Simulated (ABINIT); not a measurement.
# HgSe (F-43m) in ABINIT: a series of runs

The runs below take HgSe through band structure, with PBEsol, rPW86PBE.

Everything below comes from runs of ABINIT 10.8.3 (patched build). Logs are shortened: lines on timing, memory, paths and dates and some standing lists are left out, and cuts for length are marked. The log counts tension as positive stress, the text compression.

**1. The structure**

Symmetry: F-43m, No. 216, cubic system. Conventional cell: a = 6.078 Å, b = 6.078 Å, c = 6.078 Å, α = 90.00°, β = 90.00°, γ = 90.00°. Around Hg (site symmetry -43m) lie 4 Se at 2.63 Å. Se (site symmetry -43m) has 4 Hg at 2.63 Å as nearest neighbours.

**2. Band structure, PBEsol**

The input, run.abi:

```
ndtset 2

pp_dirpath "./"
pseudos "Hg.GGA_PBE-JTH.xml, Se.GGA_PBE-JTH.xml"

acell 4.2977950161 4.2977950161 4.2977950161 Angstrom
rprim
     0.0000000000     0.7071067812     0.7071067812
     0.7071067812     0.0000000000     0.7071067812
     0.7071067812     0.7071067812     0.0000000000
ntypat 2
znucl 80 34
natom 2
typat 1 2
xred
     0.0000000000     0.0000000000     0.0000000000
     0.7500000000     0.7500000000     0.7500000000

ecut 20.0
pawecutdg 40.0

ixc -116133

occopt 3
tsmear 0.05 eV

nstep 100

iomode 3
prtwf 0
prteig 0
prtebands 0
prtden1 1

kptopt1 1
ngkpt1 8 8 8
nshiftk1 1
shiftk1 0.0 0.0 0.0
nband1 13
tolvrs1 1.0e-9

iscf2 -2
getden2 1
nband2 17
nbdbuf2 2
tolwfr2 1.0e-12
kptopt2 -9
ndivsm2 5
prteig2 1
prtvol2 -3
kptbounds2
     0.0000000000     0.0000000000     0.0000000000
     0.5000000000     0.0000000000     0.5000000000
     0.5000000000     0.2500000000     0.7500000000
     0.3750000000     0.3750000000     0.7500000000
     0.0000000000     0.0000000000     0.0000000000
     0.5000000000     0.5000000000     0.5000000000
     0.6250000000     0.2500000000     0.6250000000
     0.5000000000     0.2500000000     0.7500000000
     0.5000000000     0.5000000000     0.5000000000
     0.3750000000     0.3750000000     0.7500000000
```

Potentials or basis: JTH PAW PBE v2.0.

Run with:

```bash
abinit run.abi > log 2>&1
```

run.abo:

```text
.Version 10.8.3 of ABINIT
 DATASET    1 : space group F-4 3 m (#216); Bravais cF (face-center cubic)
================================================================================
 Values of the parameters that define the memory need for DATASET  1.
     intxc =       0    ionmov =       0      iscf =      17    lmnmax =      18
     lnmax =       6     mgfft =      36  mpssoang =       3    mqgrid =    3001
     natom =       2  nloc_mem =       2    nspden =       1   nspinor =       1
    nsppol =       1      nsym =      24    n1xccc =       1    ntypat =       2
    occopt =       3   xclevel =       2
       mpw =        1634          nfft =       46656          nkpt =          29
 PAW method is used; the additional fine FFT grid is defined by:
   mgfftf=        48    nfftf =    110592
================================================================================
================================================================================

 DATASET    2 : space group F-4 3 m (#216); Bravais cF (face-center cubic)
================================================================================
 Values of the parameters that define the memory need for DATASET  2.
     intxc =       0    ionmov =       0      iscf =      -2    lmnmax =      18
     lnmax =       6     mgfft =      36  mpssoang =       3    mqgrid =    3001
     natom =       2  nloc_mem =       2    nspden =       1   nspinor =       1
    nsppol =       1      nsym =      24    n1xccc =       1    ntypat =       2
    occopt =       3   xclevel =       2
       mpw =        1639          nfft =       46656          nkpt =          87
 PAW method is used; the additional fine FFT grid is defined by:
   mgfftf=        48    nfftf =    110592
================================================================================
================================================================================

--------------------------------------------------------------------------------
------------- Echo of variables that govern the present computation ------------
--------------------------------------------------------------------------------
 -outvars: echo values of preprocessed input variables --------
            acell      8.1216555257E+00  8.1216555257E+00  8.1216555257E+00 Bohr
              amu      2.00590000E+02  7.89600000E+01
             ecut      2.00000000E+01 Hartree
           getden1          0
           getden2          1
             iscf1         17
             iscf2         -2
              ixc     -116133
           jdtset        1    2
           kptopt1          1
           kptopt2         -9
         kptrlatt        8    0    0      0    8    0      0    0    8
          kptrlen1     6.49732442E+01
          kptrlen2     3.00000000E+01
            natom           2
            nband1         13
            nband2         17
           nbdbuf1          0
[... 929 lines left out ...]
pressure_GPa: null
xred      :
- [  0.0000E+00,   0.0000E+00,   0.0000E+00, Hg]
- [  7.5000E-01,   7.5000E-01,   7.5000E-01, Se]
cartesian_forces: null
force_length_stats: {min: null, max: null, mean: null, }
...

 Integrated electronic density in atomic spheres:
 ------------------------------------------------
 Atom  Sphere_radius  Integrated_density
    1        2.40020          9.97524727
    2        2.21132          3.89667879

================================================================================

 ----iterations are completed or convergence reached----

 Mean square residual over all n,k,spin=   68.808E-14; max=  99.972E-14
 reduced coordinates (array xred) for    2 atoms
       0.000000000000      0.000000000000      0.000000000000
       0.750000000000      0.750000000000      0.750000000000

 cartesian coordinates (angstrom) at end:
    1      0.00000000000000     0.00000000000000     0.00000000000000
    2      4.55850000013781     4.55850000013781     4.55850000013781
 length scales=  8.121655525720  8.121655525720  8.121655525720 bohr
              =  4.297795016100  4.297795016100  4.297795016100 angstroms
 Eigenvalues (hartree) for nkpt=  87  k points:
 kpt#   1, nband= 17, wtk=  1.00000, kpt=  0.0000  0.0000  0.0000 (reduced coord)
  -0.45188   -0.21943   -0.21943   -0.21943   -0.19177   -0.19177    0.00674    0.04456
   0.04456    0.04456    0.24384    0.24384    0.24384    0.35194    0.46241    0.46241
   0.47935
 kpt#   2, nband= 17, wtk=  1.00000, kpt=  0.0357  0.0000  0.0357 (reduced coord)
  -0.45159   -0.21945   -0.21925   -0.21925   -0.19186   -0.19172    0.00172    0.04315
   0.04315    0.04987    0.23989    0.24555    0.24555    0.35758    0.44430    0.46254
   0.48100
 kpt#   3, nband= 17, wtk=  1.00000, kpt=  0.0714  0.0000  0.0714 (reduced coord)
  -0.45076   -0.21950   -0.21869   -0.21869   -0.19210   -0.19156   -0.00906    0.03910
   0.03910    0.06144    0.23003    0.25051    0.25051    0.37234    0.41951    0.46295
   0.48595
 kpt#   4, nband= 17, wtk=  1.00000, kpt=  0.1071  0.0000  0.1071 (reduced coord)
  -0.44942   -0.21954   -0.21779   -0.21779   -0.19247   -0.19130   -0.02158    0.03286
   0.03286    0.07507    0.21757    0.25835    0.25835    0.38828    0.40068    0.46362
   0.49412
 kpt#   5, nband= 17, wtk=  1.00000, kpt=  0.1429  0.0000  0.1429 (reduced coord)
[... 317 lines left out ...]
  -0.01251    0.14285    0.22620    0.30274    0.31513    0.38130    0.45742    0.50080
   0.54898
 kpt#  85, nband= 17, wtk=  1.00000, kpt=  0.4028  0.4028  0.6944 (reduced coord)
  -0.42954   -0.21120   -0.20601   -0.19596   -0.19021   -0.17520   -0.14923   -0.06016
  -0.01747    0.14758    0.22025    0.31063    0.32654    0.36749    0.45717    0.52363
   0.56402
 kpt#  86, nband= 17, wtk=  1.00000, kpt=  0.3889  0.3889  0.7222 (reduced coord)
  -0.42891   -0.21108   -0.20481   -0.19680   -0.19000   -0.17343   -0.14986   -0.06363
  -0.02193    0.14953    0.21375    0.32246    0.33706    0.35564    0.45982    0.53899
   0.58266
 kpt#  87, nband= 17, wtk=  1.00000, kpt=  0.3750  0.3750  0.7500 (reduced coord)
  -0.42853   -0.21114   -0.20393   -0.19774   -0.18966   -0.17223   -0.15056   -0.06359
  -0.02561    0.14978    0.20638    0.33237    0.34575    0.35081    0.46579    0.54219
   0.57363

== END DATASET(S) ==============================================================
================================================================================

 -outvars: echo values of variables after computation  --------
            acell      8.1216555257E+00  8.1216555257E+00  8.1216555257E+00 Bohr
           etotal1    -5.1850680396E+01
            fcart1     1.8315113012E-31 -1.8315113012E-31  1.8315113012E-31
                      -1.8315113012E-31  1.8315113012E-31 -1.8315113012E-31
            rprim      0.0000000000E+00  7.0710678120E-01  7.0710678120E-01
                       7.0710678120E-01  0.0000000000E+00  7.0710678120E-01
                       7.0710678120E-01  7.0710678120E-01  0.0000000000E+00
           strten1    -5.6697859166E-05 -5.6697859166E-05 -5.6697859166E-05
                       0.0000000000E+00  0.0000000000E+00  0.0000000000E+00
           xangst      0.0000000000E+00  0.0000000000E+00  0.0000000000E+00
                       4.5585000001E+00  4.5585000001E+00  4.5585000001E+00
             xred      0.0000000000E+00  0.0000000000E+00  0.0000000000E+00
                       7.5000000000E-01  7.5000000000E-01  7.5000000000E-01
 Calculation completed.
```

Wall time 2 min (1 thread of Arm Neoverse V2, shared host); peak memory 0.14 GiB.

Results:

- Free energy: -1410.9289 eV
- Pressure: 1.7 GPa
- Band gap on the k mesh: none (metal or under the smearing width)
- Valence electrons inside the program's atomic spheres: Hg 9.98; Se 3.90

Levels at the corners of the path, in eV from the Fermi level:
```tsv
point	band 7	band 8	band 9	band 10	band 11	band 12
Γ	-1.08	-0.05	-0.05	-0.05	5.37	5.37
X	-5.19	-2.39	-2.39	2.66	2.81	8.29
W	-5.41	-2.85	-2.51	3.54	4.98	5.96
K	-5.36	-3.00	-1.96	2.81	4.35	7.78
Γ	-1.08	-0.05	-0.05	-0.05	5.37	5.37
L	-5.64	-1.04	-1.04	0.97	6.14	6.14
U	-5.36	-3.00	-1.96	2.81	4.35	7.78
W	-5.41	-2.85	-2.51	3.54	4.98	5.96
L	-5.64	-1.04	-1.04	0.97	6.14	6.14
K	-5.36	-3.00	-1.96	2.81	4.35	7.78
```

Caveat: the PAW data sets were made with another functional, which shifts forces and pressure a little; spin-orbit coupling is left out, which moves the levels of the heavy elements.

**3. Band structure, rPW86PBE**

Changes to run.abi since step 2:

```diff
@@ -1,3 +1,5 @@
+# Datasets: ground state, then fixed potential
 ndtset 2
 
+# Pseudopotentials
 pp_dirpath "./"
@@ -5,7 +7,8 @@
 
-acell 4.2977950161 4.2977950161 4.2977950161 Angstrom
+# Structure
+acell 3*1.0 Angstrom
 rprim
-     0.0000000000     0.7071067812     0.7071067812
-     0.7071067812     0.0000000000     0.7071067812
-     0.7071067812     0.7071067812     0.0000000000
+     0.0000000000     3.0390000000     3.0390000000
+     3.0390000000     0.0000000000     3.0390000000
+     3.0390000000     3.0390000000     0.0000000000
 ntypat 2
@@ -18,2 +21,3 @@
 
+# Plane-wave basis
 ecut 20.0
@@ -21,4 +25,6 @@
 
-ixc -116133
+# Exchange and correlation
+ixc -144130
 
+# Bands and occupations
 occopt 3
@@ -26,4 +32,6 @@
 
+# SCF cycle
 nstep 100
 
+# Output
 iomode 3
@@ -34,2 +42,3 @@
 
+# Dataset 1
 kptopt1 1
@@ -41,2 +50,3 @@
 
+# Dataset 2: bands along G-X-W-K-G-L-U-W-L-K
 iscf2 -2
@@ -47,5 +57,4 @@
 kptopt2 -9
-ndivsm2 5
+ndivsm2 6
 prteig2 1
-prtvol2 -3
 kptbounds2
```

Potentials or basis: JTH PAW PBE v2.0.

Run with:

```bash
abinit run.abi > log 2>&1
```

Wall time 2.1 min (1 thread of Arm Neoverse V2, shared host); peak memory 0.15 GiB.

It converged, with:

| Property | Result |
| --- | --- |
| Free energy | -1409.4206 eV |
| Pressure | 8.0 GPa |
| Band gap on the k mesh | none (metal or under the smearing width) |
| Valence electrons inside the program's atomic spheres | Hg 9.98; Se 3.92 |

Levels at the corners of the path, in eV from the Fermi level:
| point | band 6 | band 7 | band 8 | band 9 | band 10 | band 11 | band 12 | band 13 |
| --- | --- | --- | --- | --- | --- | --- | --- | --- |
| Γ | -6.48 | -1.11 | -0.06 | -0.06 | -0.06 | 5.42 | 5.42 | 5.42 |
| X | -6.13 | -5.16 | -2.37 | -2.37 | 2.68 | 2.85 | 8.31 | 9.74 |
| W | -5.87 | -5.36 | -2.82 | -2.49 | 3.54 | 5.01 | 5.98 | 7.35 |
| K | -5.96 | -5.32 | -2.97 | -1.94 | 2.82 | 4.37 | 7.82 | 8.17 |
| Γ | -6.48 | -1.11 | -0.06 | -0.06 | -0.06 | 5.42 | 5.42 | 5.42 |
| L | -6.16 | -5.60 | -1.03 | -1.03 | 0.98 | 6.18 | 6.18 | 6.83 |
| U | -5.96 | -5.32 | -2.97 | -1.94 | 2.82 | 4.37 | 7.82 | 8.17 |
| W | -5.87 | -5.36 | -2.82 | -2.49 | 3.54 | 5.01 | 5.98 | 7.35 |
| L | -6.16 | -5.60 | -1.03 | -1.03 | 0.98 | 6.18 | 6.18 | 6.83 |
| K | -5.96 | -5.32 | -2.97 | -1.94 | 2.82 | 4.37 | 7.82 | 8.17 |

Caveat: the PAW data sets were made with another functional, which shifts forces and pressure a little; spin-orbit coupling is left out, which moves the levels of the heavy elements.
